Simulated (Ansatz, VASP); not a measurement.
**WC (Qusongite) in VASP and in Ansatz**

```
CELL_PARAMETERS angstrom
2.90650 0.00000 0.00000
-1.45325 2.51710 0.00000
0.00000 0.00000 2.83660
ATOMIC_POSITIONS crystal
W 0.00000 0.00000 0.00000
C 0.66667 0.33333 0.50000
```

Alike in both runs: task single point; functional PBE; k mesh 10 × 10 × 9; occupations gaussian, width 0.012 eV; no spin polarisation.

|  | VASP | Ansatz |
| --- | --- | --- |
| version | VASP 6.6.1 | Ansatz 0.2.0 |
| potentials or method | VASP PAW PBE potentials, release 64 (W_sv, C) | Ansatz PAW |
| plane-wave cutoff (eV) | 520 | 420 |
| valence electrons in the cell | 18 | 18 |

|  | VASP | Ansatz | Ansatz less VASP |
| --- | --- | --- | --- |
| gap on the k mesh at the Fermi level (eV) | none | none | - |
| pressure (GPa) | 6.7 | 5.6 | -1.13 |
| largest component of the traceless stress (GPa) | 0.43 | 0.61 | +0.179 |

A gap of «none» marks a metal or a gap that the smearing closes.

Caveats: the pressure holds a Pulay correction of +0.3 GPa for the finite cutoff (Ansatz). The runs have no spin-orbit coupling, so splittings on W are missing.
